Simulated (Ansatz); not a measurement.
# ZnS: opening a crack plane

ZnS, P6_3mc, a = 3.809 Å, c = 12.466 Å. The compound has several low-lying forms, and this is one of them. Ansatz: r2SCAN, PAW, 500 eV, Γ-centred 7×7×2 mesh on 8 atoms, Gaussian smearing 0.05 eV; no spin polarisation. One cut on (001) per cell of 8 atoms is opened rigidly by x, between planes of Zn and S that stand 2.34 Å apart; y is the energy per area (12.563 Å², 1 eV/Å² = 16.02 J/m²).

```tsv
x (Å)	y (J/m²)
0.00	0.000
0.25	?
0.50	0.561
0.75	0.965
1.00	1.342
1.50	1.953
2.00	2.364
3.00	2.744
4.50	2.908
6.00	2.969
```

**Question.** Fit the universal binding curve y = W[1 − (1 + x/l) e^(−x/l)] to the other rows, give the peak stress, and predict the missing value.

**Answer.** Least squares gives W = 2.93 J/m² and l = 0.650 Å. The stress dy/dx peaks at x = l with W/(e l) = 16.6 GPa, for rigid faces. The last row already stands above W and still climbs, so W understates the work of separation; the faces are unlike and the gap shrinks from 2.7 to 0.0 eV, as in the field across a polar cut, whose slow tail the form lacks. At x = 0.25: x/l = 0.385, y = 0.168 J/m². The run gave 0.189 J/m², so the fit is 0.021 J/m² too low, within the rms miss on the fitted rows (0.024 J/m²).

Cost: 12 runs of about 6.3 core-minutes in all, on Arm Neoverse V2 (shared hosts).